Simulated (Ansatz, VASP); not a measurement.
## One calculation of SiNi, two programs

Contents of INCAR:

```
ALGO     = Normal         # electronic algorithm
EDIFF    = 1E-7           # SCF threshold, eV
ENCUT    = 520            # plane-wave cutoff, eV
GGA      = PS             # functional
ISIF     = 2              # what is computed and relaxed
ISMEAR   = -1             # smearing method
ISPIN    = 2              # spin polarisation
KPAR     = 2            
LASPH    = T              # aspherical terms in the spheres
LCHARG   = F              # write CHGCAR
LMAXMIX  = 4              # l up to which the mixer works
LORBIT   = 11             # projections on sites
LREAL    = F              # projectors in reciprocal space
LWAVE    = F              # write WAVECAR
MAGMOM   = 1 1 1 1 0 0 0 0 # initial moments
NBANDS   = 42             # bands
NELM     = 150            # most SCF steps
PREC     = Accurate       # precision mode
SIGMA    = 0.05           # smearing width, eV
```

Contents of KPOINTS:

```
k-points
0
Gamma
  6 6 6
```

File POSCAR:

```
SiNi
1.0
    4.4734669550      0.0000000000      0.0000000000
    0.0000000000      4.4734669550      0.0000000000
    0.0000000000      0.0000000000      4.4734669550
Ni Si
4 4
Direct
    0.1495040000      0.1495040000      0.1495040000
    0.6495040000      0.3504960000      0.8504960000
    0.8504960000      0.6495040000      0.3504960000
    0.3504960000      0.8504960000      0.6495040000
    0.8468300000      0.8468300000      0.8468300000
    0.3468300000      0.6531700000      0.1531700000
    0.1531700000      0.3468300000      0.6531700000
    0.6531700000      0.1531700000      0.3468300000
```

input.yaml

```yaml
crystal:
  lattice:
    - [4.473466955, 0.0, 0.0]
    - [0.0, 4.473466955, 0.0]
    - [0.0, 0.0, 4.473466955]
  atoms:
    - { symbol: Ni, position: [0.149504, 0.149504, 0.149504], spin: 1.0 }
    - { symbol: Ni, position: [0.649504, 0.350496, 0.850496], spin: 1.0 }
    - { symbol: Ni, position: [0.850496, 0.649504, 0.350496], spin: 1.0 }
    - { symbol: Ni, position: [0.350496, 0.850496, 0.649504], spin: 1.0 }
    - { symbol: Si, position: [0.84683, 0.84683, 0.84683] }
    - { symbol: Si, position: [0.34683, 0.65317, 0.15317] }
    - { symbol: Si, position: [0.15317, 0.34683, 0.65317] }
    - { symbol: Si, position: [0.65317, 0.15317, 0.34683] }
hamiltonian:
  xc: pbesol
  pseudopotentials: { kind: paw }
magnetization:
  spin_polarized: true
kpoints:
  mp_grid: { grid: [6, 6, 6] }
scf:
  occupations: { method: fermi_dirac, width: 0.05 }
output:
  forces: true
  stress: true
  eigenvalues: true
```

Change from the starting cell: volume scaled by 0.98.

Alike in both runs: task single point; functional PBEsol; k mesh 6 × 6 × 6; occupations fermi-dirac, width 0.05 eV; collinear spin, ferromagnetic start.

```csv
,VASP,Ansatz
version,VASP 6.6.1,Ansatz 0.2.0
potentials or method,"VASP PAW PBE potentials, release 64 (Ni, Si)",Ansatz PAW
plane-wave cutoff (eV),520,420
valence electrons in the cell,56,88
```

|  | VASP | Ansatz | Ansatz less VASP |
| --- | --- | --- | --- |
| gap on the k mesh at the Fermi level (eV) | none | none | - |
| pressure (GPa) | -0.6 | -0.8 | -0.23 |
| rms of the force components (eV/Å) | 0.015 | 0.016 | +0.0003 |
| net moment per atom (μB) | 0.00 | 0.00 | 0.000 |

Atom by atom the forces differ by 0.001 eV/Å (rms over components). A gap of «none» marks a metal or a gap that the smearing closes. The functional is the same, so the differences come from potentials, cutoffs and numerics. The two sets of potentials don't hold the same shells in valence.

Caveats: the PAW data sets were made with another functional, which shifts forces and pressure a little (VASP); the PAW data sets come from PBE, with cores solved anew for the run's functional, which leaves a small shift of forces and pressure (Ansatz); the starting moments weren't kept (Ansatz).
